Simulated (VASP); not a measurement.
# LiF: band structure with r2SCAN

LiF:

```
CELL_PARAMETERS angstrom
0.00000 1.98683 1.98683
1.98683 0.00000 1.98683
1.98683 1.98683 0.00000
ATOMIC_POSITIONS crystal
Li 0.00000 0.00000 0.00000
F 0.50000 0.50000 0.50000
```

The cell was built by a generator and needn't be a form met in nature.

```json
{
  "Program": "VASP 6.6.1",
  "Task": "band structure",
  "Functional": "r2SCAN",
  "Potentials or basis": "VASP PAW PBE potentials, release 64 (Li_sv, F)",
  "Cutoff": "520 eV",
  "k mesh": "12 × 12 × 12",
  "Occupations": "gaussian, width 0.02 eV",
  "Spin": "no spin polarisation",
  "Further INCAR settings": "ALGO = Normal; EDIFF = 1e-06; NBANDS = 12"
}
```

```
Band gap on the k mesh  : 10.67 eV, direct
Band gap along the path : 10.67 eV, direct
```

Levels at the corners of the path, in eV from the valence-band top:
```tsv
point	band 1	band 2	band 3	band 4	band 5	band 6	band 7	band 8	band 9	band 10
Γ	-41.98	-21.21	0.00	0.00	0.00	10.67	25.89	25.89	25.89	26.66
X	-41.90	-20.48	-3.18	-1.07	-1.07	16.47	17.65	19.64	22.44	22.44
X	-41.90	-20.48	-3.18	-1.07	-1.07	16.47	17.65	19.64	22.44	22.44
W	-41.90	-20.51	-2.21	-2.21	-0.84	16.60	16.60	19.30	21.63	29.63
W	-41.90	-20.51	-2.21	-2.21	-0.84	16.60	16.60	19.30	21.63	29.63
K	-41.90	-20.53	-2.65	-1.64	-0.79	15.93	16.51	20.62	21.76	25.51
K	-41.90	-20.53	-2.65	-1.64	-0.79	15.93	16.51	20.62	21.76	25.51
Γ	-41.98	-21.21	0.00	0.00	0.00	10.67	25.89	25.89	25.89	26.66
Γ	-41.98	-21.21	0.00	0.00	0.00	10.67	25.89	25.89	25.89	26.66
L	-41.92	-20.77	-2.61	-0.26	-0.26	12.07	18.66	20.78	20.78	33.06
L	-41.92	-20.77	-2.61	-0.26	-0.26	12.07	18.66	20.78	20.78	33.06
U	-41.90	-20.53	-2.65	-1.64	-0.79	15.93	16.51	20.62	21.76	25.51
U	-41.90	-20.53	-2.65	-1.64	-0.79	15.93	16.51	20.62	21.76	25.51
W	-41.90	-20.51	-2.21	-2.21	-0.84	16.60	16.60	19.30	21.63	29.63
W	-41.90	-20.51	-2.21	-2.21	-0.84	16.60	16.60	19.30	21.63	29.63
L	-41.92	-20.77	-2.61	-0.26	-0.26	12.07	18.66	20.78	20.78	33.06
L	-41.92	-20.77	-2.61	-0.26	-0.26	12.07	18.66	20.78	20.78	33.06
K	-41.90	-20.53	-2.65	-1.64	-0.79	15.93	16.51	20.62	21.76	25.51
U	-41.90	-20.53	-2.65	-1.64	-0.79	15.93	16.51	20.62	21.76	25.51
X	-41.90	-20.48	-3.18	-1.07	-1.07	16.47	17.65	19.64	22.44	22.44
```

Run time: 86 s on 1 thread of Intel(R) Xeon(R) Platinum 8259CL CPU @ 2.50GHz (Skylake/Cascade Lake) (shared host), peak memory 0.15 GiB.

Caveat: the PAW data sets were made with another functional, which shifts forces and pressure a little. r2SCAN opens gaps a little over a GGA but as a rule still falls short of measured ones.
